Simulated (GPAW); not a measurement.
Bi:

```
Bi
1.0
     3.23838    0.00000    0.00000
     0.00000    3.22164    0.00000
    -0.08045    0.00000    6.44389
Bi
2
Direct
  0.54425 0.00000 0.74958
  0.45575 0.00000 0.25042
```

This isn't the form of Bi at room conditions, which is rhombohedral.

Base run:

```yaml
Program: GPAW 26.7.0
Functional: LDA
Potentials_or_basis: the program's PAW data sets (release 1.2.1) made for this functional
Cutoff: 600 eV
Basis: pw
k_mesh: 6 × 6 × 3
Occupations: fermi-dirac, width 0.05 eV
Spin: no spin polarisation
```

Its results: pressure -1.5 GPa; largest force 0.089 eV/Å.

Q: The run is repeated on the same cell with these changes: functional from LDA to PBEsol; potentials or basis from the program's PAW data sets (release 1.2.1) made for this functional to PAW data sets generated in the run's folder for this functional. What comes out?

A: Pressure -0.2 GPa; largest force 0.075 eV/Å.

Not every run made on this cell is shown here.
